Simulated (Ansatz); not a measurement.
**Relaxing Zn3S4**

The calculation used Ansatz, DFT PBE, scalar-relativistic, plane waves, PAW. Cutoff 420 eV, Γ-centred k mesh, Gaussian smearing, no spin polarisation in the final step.

The start is a random cell of Zn3S4 with space group Cmmm (No. 65), drawn with lower limits on the distances.

```
Zn S
1.0
     2.31625   -3.54424    0.00000
     2.31625    3.54424    0.00000
     0.00000    0.00000    9.01124
Zn S
3 4
Cartesian
  0.0000 0.0000 3.1649
  0.0000 0.0000 5.8463
  2.3162 0.0000 4.5056
  2.3162 1.7721 1.1264
  2.3162 -1.7721 1.1264
  2.3162 1.7721 7.8848
  2.3162 -1.7721 7.8848
```

Cell and atoms relax at zero pressure; the relaxation can't lower the symmetry of the start. After a coarse first stage the cell is made exact in the group found at 0.06 Å.

The zero of energy is the elements' standard structures at the same level; no fitted shifts are applied.

Task: Describe the relaxed structure.

Result: It keeps Cmmm (No. 65). Conventional cell: a = 5.411 Å, b = 7.472 Å, c = 8.351 Å. Around Zn on Wyckoff site k (2 atoms of the primitive cell) lie 2 S at 2.19 Å; around Zn on Wyckoff site c (1 atom of the primitive cell) lie 4 S at 2.55 Å and 4 Zn at 3.01 Å; around S lie 1 Zn at 2.19 Å, 1 Zn at 2.55 Å and 2 S at 2.74 Å.

```
Zn S
1.0
     2.70525   -3.73580    0.00000
     2.70525    3.73580    0.00000
     0.00000    0.00000    8.35088
Zn S
3 4
Cartesian
  0.0000 0.0000 2.8449
  0.0000 0.0000 5.5060
  2.7053 0.0000 4.1754
  2.7053 1.6385 2.2256
  2.7053 -1.6385 2.2256
  2.7053 1.6385 6.1253
  2.7053 -1.6385 6.1253
```

Task: What are its volume, energy, density and gap?

Result: The volume per atom is 24.1 Å³ and the density is 3.2 g/cm³. The energy over the elements is 0.03 eV/atom and the gap on the 10×10×6 mesh is 0 eV (a metal).

The final run used a 10×10×6 mesh on its 7-atom cell and 0.10 eV smearing. For metals, differences of a few meV/atom aren't resolved. No dispersion correction is applied, so the spacing between layers, chains or molecules is poorly fixed, and with it the volume and density. Symmetry constrained the relaxation, so the result can be a saddle point.

Cost: 2 runs of about 7.5 core-minutes in all, on Intel Xeon Platinum 8488C (Sapphire Rapids) (shared hosts).